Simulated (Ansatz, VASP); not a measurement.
One calculation of Re, two programs

```
Re
1.0
     2.60290    0.00000    0.00000
    -1.30145    2.25418    0.00000
     0.00000    0.00000    4.20362
Re
2
Direct
  0.33333 0.66667 0.25000
  0.66667 0.33333 0.75000
```

Change from the starting cell: zz strain of +1 %.

Alike in both runs: task single point; functional LDA; k mesh 14 × 14 × 8; occupations fermi-dirac, width 0.05 eV; no spin polarisation.

|  | VASP | Ansatz |
| --- | --- | --- |
| version | VASP 6.6.1 | Ansatz 0.2.0 |
| potentials or method | VASP PAW LDA potentials, release 64 (Re), cutoff 520 eV | all-electron LAPW, scalar-relativistic |

```tsv
	VASP	Ansatz	Ansatz less VASP
pressure (GPa)	89.0	83.8	-5.22
largest component of the traceless stress (GPa)	0.69	0.61	-0.080
```

Ansatz ran all-electron here, so the differences hold the error of VASP's frozen core and of both bases.

Caveats: the cell as given lies far from equilibrium; so large a pressure means that the cell lies far from this level's equilibrium, or that cutoff or potentials fall short (VASP). Spin-orbit coupling is left out, which matters for the levels of Re.
